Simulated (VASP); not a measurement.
# LiH in VASP 6.6.1, single-point calculation

INCAR

```
SIGMA = 0.5
ENCUT = 520
GGA = PS
ISIF = 2
LCHARG = .FALSE.
LREAL = .FALSE.
NELM = 86
EDIFF = 1E-7
NSW = 0
LASPH = .TRUE.
PREC = Accurate
IBRION = -1
LWAVE = .FALSE.
ISMEAR = 2
NBANDS = 14
```

KPOINTS

```
KPOINTS created by Atomic Simulation Environment
0
Gamma
10 10 10
0 0 0
```

POSCAR

```
Li H
 1.0000000000000000
     0.0000000000000000    2.0029948450999999    2.0029948450999999
     2.0029948450999999    0.0000000000000000    2.0029948450999999
     2.0029948450999999    2.0029948450999999    0.0000000000000000
 Li  H
   1   1
Cartesian
  0.0000000000000000  0.0000000000000000  0.0000000000000000
  2.0029948450999999  2.0029948450999999  2.0029948450999999
```

The recommended PBE PAW datasets give the neutral cell 4 valence electrons.

Command

```
mpirun -np 1 vasp_std
```

Predict the outcome of this run.

It converged. Results: gap between bands v and c on the k mesh 2.75 eV; least direct gap on the k mesh 2.75 eV; pressure -0.9 GPa. Band v is the last that the valence electrons fill when counted band by band, and c is the next.

OSZICAR

```
N       E                     dE             d eps       ncg     rms          rms(c)
DAV:   1     0.845553446776E+00    0.84555E+00   -0.13779E+03  1324   0.271E+02
DAV:   2    -0.621936421851E+01   -0.70649E+01   -0.69742E+01  1806   0.540E+01
DAV:   3    -0.634207589690E+01   -0.12271E+00   -0.12262E+00  1628   0.576E+00
DAV:   4    -0.634254264278E+01   -0.46675E-03   -0.46664E-03  1552   0.302E-01
DAV:   5    -0.634254431042E+01   -0.16676E-05   -0.16677E-05  1658   0.165E-02    0.268E+00
DAV:   6    -0.617442348958E+01    0.16812E+00   -0.13116E-01  1622   0.733E-01    0.133E+00
DAV:   7    -0.611847423728E+01    0.55949E-01   -0.15423E-01  1656   0.899E-01    0.199E-01
DAV:   8    -0.611953256650E+01   -0.10583E-02   -0.27529E-03  1528   0.261E-01    0.288E-02
DAV:   9    -0.611950314323E+01    0.29423E-04   -0.67836E-05  1688   0.228E-02    0.508E-03
DAV:  10    -0.611950094113E+01    0.22021E-05   -0.27618E-06  1514   0.871E-03    0.194E-03
DAV:  11    -0.611950073933E+01    0.20180E-06   -0.70100E-08  1674   0.122E-03    0.493E-04
DAV:  12    -0.611950058802E+01    0.15131E-06   -0.12242E-09   914   0.244E-04    0.359E-04
DAV:  13    -0.611950060227E+01   -0.14254E-07   -0.25887E-09   802   0.200E-04
   1 F= -.61195006E+01 E0= -.61200024E+01  d E =0.200712E-02
```

For comparison, a separate PBEsol run of the intended cell, on usual settings and not on those above, gives a gap of 2.75 eV on its mesh and a pressure of -0.9 GPa.
